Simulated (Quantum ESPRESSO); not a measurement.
Input of a Quantum ESPRESSO 7.5 run:

Contents of pw.in:

```
&CONTROL
  calculation = 'scf'
  prefix = 'pwscf'
  outdir = './tmp'
  pseudo_dir = './pseudo'
  tprnfor = .true.
  tstress = .true.
  disk_io = 'low'
/
&SYSTEM
  ibrav = 0
  celldm(1) = 8
  nat = 4
  ntyp = 2
  ecutwfc = 91
  nbnd = 14
  occupations = 'smearing'
  smearing = 'fd'
  degauss = 0.00367493
/
&ELECTRONS
  conv_thr = 8d-10
  electron_maxstep = 120
  mixing_beta = 0.5
/
ATOMIC_SPECIES
Al    26.9815 Al.upf
N     14.0070 N.upf
CELL_PARAMETERS alat
  0.7353396782450   0.0000000000000   0.0000000000000
 -0.3676698391225   0.6368228417753   0.0000000000000
  0.0000000000000   0.0000000000000   1.1765907283451
ATOMIC_POSITIONS crystal
Al     0.6666666667    0.3333333333    0.5000000000
Al     0.3333333333    0.6666666667    0.0000000000
N      0.6666666667    0.3333333333    0.8800000000
N      0.3333333333    0.6666666667    0.3800000000
K_POINTS automatic
10 10 6 0 0 0
```

bands.in

```
&CONTROL
  calculation = 'bands'
  prefix = 'pwscf'
  outdir = './tmp'
  pseudo_dir = './pseudo'
  disk_io = 'low'
  verbosity = 'high'
/
&SYSTEM
  ibrav = 0
  celldm(1) = 8
  nat = 4
  ntyp = 2
  ecutwfc = 91
  nbnd = 14
  occupations = 'smearing'
  smearing = 'fd'
  degauss = 0.00367493
/
&ELECTRONS
  conv_thr = 1d-08
  electron_maxstep = 120
  mixing_beta = 0.5
  diago_full_acc = .true.
  startingwfc = 'random'
/
ATOMIC_SPECIES
Al    26.9815 Al.upf
N     14.0070 N.upf
CELL_PARAMETERS alat
  0.7353396782450   0.0000000000000   0.0000000000000
 -0.3676698391225   0.6368228417753   0.0000000000000
  0.0000000000000   0.0000000000000   1.1765907283451
ATOMIC_POSITIONS crystal
Al     0.6666666667    0.3333333333    0.5000000000
Al     0.3333333333    0.6666666667    0.0000000000
N      0.6666666667    0.3333333333    0.8800000000
N      0.3333333333    0.6666666667    0.3800000000
K_POINTS crystal
60
 0.0000000000  0.0000000000  0.0000000000 1
 0.0714285714  0.0000000000  0.0000000000 1
 0.1428571429  0.0000000000  0.0000000000 1
 0.2142857143  0.0000000000  0.0000000000 1
 0.2857142857  0.0000000000  0.0000000000 1
 0.3571428571  0.0000000000  0.0000000000 1
 0.4285714286  0.0000000000  0.0000000000 1
 0.5000000000  0.0000000000  0.0000000000 1
 0.4583333333  0.0833333333  0.0000000000 1
 0.4166666667  0.1666666667  0.0000000000 1
 0.3750000000  0.2500000000  0.0000000000 1
 0.3333333333  0.3333333333  0.0000000000 1
 0.2962962963  0.2962962963  0.0000000000 1
 0.2592592593  0.2592592593  0.0000000000 1
 0.2222222222  0.2222222222  0.0000000000 1
 0.1851851852  0.1851851852  0.0000000000 1
 0.1481481481  0.1481481481  0.0000000000 1
 0.1111111111  0.1111111111  0.0000000000 1
 0.0740740741  0.0740740741  0.0000000000 1
 0.0370370370  0.0370370370  0.0000000000 1
 0.0000000000  0.0000000000  0.0000000000 1
 0.0000000000  0.0000000000  0.1250000000 1
 0.0000000000  0.0000000000  0.2500000000 1
 0.0000000000  0.0000000000  0.3750000000 1
 0.0000000000  0.0000000000  0.5000000000 1
 0.0625000000  0.0000000000  0.5000000000 1
 0.1250000000  0.0000000000  0.5000000000 1
 0.1875000000  0.0000000000  0.5000000000 1
 0.2500000000  0.0000000000  0.5000000000 1
 0.3125000000  0.0000000000  0.5000000000 1
 0.3750000000  0.0000000000  0.5000000000 1
 0.4375000000  0.0000000000  0.5000000000 1
 0.5000000000  0.0000000000  0.5000000000 1
 0.4666666667  0.0666666667  0.5000000000 1
 0.4333333333  0.1333333333  0.5000000000 1
 0.4000000000  0.2000000000  0.5000000000 1
 0.3666666667  0.2666666667  0.5000000000 1
 0.3333333333  0.3333333333  0.5000000000 1
 0.3030303030  0.3030303030  0.5000000000 1
 0.2727272727  0.2727272727  0.5000000000 1
 0.2424242424  0.2424242424  0.5000000000 1
 0.2121212121  0.2121212121  0.5000000000 1
 0.1818181818  0.1818181818  0.5000000000 1
 0.1515151515  0.1515151515  0.5000000000 1
 0.1212121212  0.1212121212  0.5000000000 1
 0.0909090909  0.0909090909  0.5000000000 1
 0.0606060606  0.0606060606  0.5000000000 1
 0.0303030303  0.0303030303  0.5000000000 1
 0.0000000000  0.0000000000  0.5000000000 1
 0.5000000000  0.0000000000  0.5000000000 1
 0.5000000000  0.0000000000  0.4000000000 1
 0.5000000000  0.0000000000  0.3000000000 1
 0.5000000000  0.0000000000  0.2000000000 1
 0.5000000000  0.0000000000  0.1000000000 1
 0.5000000000  0.0000000000  0.0000000000 1
 0.3333333333  0.3333333333  0.0000000000 1
 0.3333333333  0.3333333333  0.1250000000 1
 0.3333333333  0.3333333333  0.2500000000 1
 0.3333333333  0.3333333333  0.3750000000 1
 0.3333333333  0.3333333333  0.5000000000 1
```

Potentials or basis: Ansatz NC SR PBE.

Run with:

```console
$ OMP_NUM_THREADS=1 pw.x -in pw.in > pw.out
$ OMP_NUM_THREADS=1 pw.x -in bands.in > bands.out
```

(1) Predict the pressure.

(2) Predict the largest force.

(3) What does it give for the band gap on the k mesh?

(4) Estimate the band gap along the path.

Answers

(1) 3.6 GPa.

(2) 0.129 eV/Å.

(3) 4.21 eV, direct.

(4) 4.21 eV, direct.

Caveat: some levels on the path didn't converge.

**Measured values to compare with.**

From “Self-assembly of well-separated AlN nanowires directly on sputtered metallic TiN films”, 2019, arxiv:1910.07391, for a bulk crystal of AlN at 10 K: band gap 6.034 eV (an exciton energy, a little under the gap).

Measured gap of AlN: 6.034 eV (an exciton energy, a little under the gap; 10 K; quoted in “Self-assembly of well-separated AlN nanowires directly on sputtered metallic TiN films”, 2019, arxiv:1910.07391). This calculation gives 4.21 eV (-1.82 eV). 2 values of this kind are on record (6.034 to 6.0343 eV); this one was drawn at random. The value is that of PBE, without temperature or zero-point motion. Semilocal functionals fall short of measured gaps as a rule.
